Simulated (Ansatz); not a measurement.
Method: DFT PBE, scalar-relativistic, plane waves, PAW (Ansatz). All cells share a 420 eV cutoff and Γ-centred k meshes spaced at most about 0.3 Å⁻¹ (about 0.25 or finer for metals, 2π included). No spin polarisation in the final relaxations.

Temperature and zero-point effects are left out. All come from trial cells, and lower structures may exist.

Problem. Order these relaxed structures of Li by energy, lowest first, with the energy over the lowest of them.
A.

Space group P6_3/mmc (No. 194). a = 2.998 Å, b = 2.998 Å, c = 15.658 Å, α = 90.00°, β = 90.00°, γ = 120.00°
| atom | site | symmetry | x | y | z |
| --- | --- | --- | --- | --- | --- |
| Li | 2a | -3m. | 0.0000 | 0.0000 | 0.5000 |
| Li | 4f | 3m. | 0.6667 | 0.3333 | 0.3384 |

B.

Space group P6_3/mmc (No. 194). a = 6.893 Å, b = 6.893 Å, c = 3.061 Å, α = 90.00°, β = 90.00°, γ = 120.00°
```tsv
atom	site	symmetry	x	y	z
Li	6h	mm2	0.2009	0.7991	0.2500
```

Solution. A (0 meV/atom), B (101 meV/atom). Forms: A P6_3/mmc; B P6_3/mmc. Counting all near atoms (those within 1.25 times the shortest distance at each site; a slash parts the counts of unlike sites): A has Li 10/12; B has Li 8.

Cells relaxed within their symmetry can be saddle points; a later kick test found a lower structure for Li P6_3/mmc. The part of the Crystallography Open Database at hand lists Li in space groups No. 166, 191, 194, 225, 229; sharing a group (P6_3/mmc) doesn't make a cell the listed structure. Some candidate types were left out of the draw beforehand, so a known form may be missing.
